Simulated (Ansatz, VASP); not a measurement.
## B2P3: VASP beside Ansatz

Contents of INCAR:

```
SYSTEM = B2P3
PREC = Accurate
ENCUT = 520
EDIFF = 1E-7
ISMEAR = 0
SIGMA = 0.1
LREAL = .FALSE.
LASPH = .TRUE.
NELM = 100
ALGO = Normal
ISIF = 2
LWAVE = .FALSE.
LCHARG = .FALSE.
GGA = PE
NBANDS = 18
```

The input KPOINTS:

```
Automatic mesh
0
G
  6 6 4
  0 0 0
```

Contents of POSCAR:

```
B2P3
1.0
    2.3875914100     -2.6539248000      0.0000000000
    2.3875914100      2.6539248000      0.0000000000
    0.0000000000      0.0000000000      5.9341119500
B P
2 3
Direct
    0.0000000000      0.0000000000      0.3166697300
    0.0000000000      0.0000000000      0.6833302700
    0.0000000000      0.0000000000      0.0000000000
    0.0000000000      0.5000000000      0.0000000000
    0.5000000000      0.0000000000      0.0000000000
```

Input for Ansatz:

```yaml
crystal:
  lattice:
    - [2.38759141, -2.6539248, 0.0]
    - [2.38759141, 2.6539248, 0.0]
    - [0.0, 0.0, 5.93411195]
  atoms:
    - { symbol: B, position: [0.0, 0.0, 0.31666973] }
    - { symbol: B, position: [0.0, 0.0, 0.68333027] }
    - { symbol: P, position: [0.0, 0.0, 0.0] }
    - { symbol: P, position: [0.0, 0.5, 0.0] }
    - { symbol: P, position: [0.5, 0.0, 0.0] }
basis:
  ecutwfc: 420
kpoints:
  mp_grid: { grid: [6, 6, 4] }
hamiltonian:
  xc: pbe
scf:
  occupations: { method: gaussian, width: 0.1 }
  lower_state_search: "off"
output:
  forces: true
  stress: true
  eigenvalues: true
```

Alike in both runs: task single point; functional PBE; k mesh 6 × 6 × 4; occupations gaussian, width 0.1 eV; no spin polarisation.

```csv
,VASP,Ansatz
version,VASP 6.6.1,Ansatz 0.2.0
potentials or method,"VASP PAW PBE potentials, release 64 (B, P)","scalar-relativistic, plane waves, PAW"
plane-wave cutoff (eV),520,420
valence electrons in the cell,21,21
```

|  | VASP | Ansatz | Ansatz less VASP |
| --- | --- | --- | --- |
| gap on the k mesh at the Fermi level (eV) | none | none | - |
| rms of the force components (eV/Å) | 1.395 | 1.403 | +0.0080 |

Atom by atom the forces differ by 0.008 eV/Å (rms over components). A gap of «none» marks a metal or a gap that the smearing closes. With one functional, cell and mesh, what is left measures potentials, basis and numerics.

Caveats: forces of over 1 eV/Å show positions far from the minimum, so gaps and moduli don't describe the material at rest.
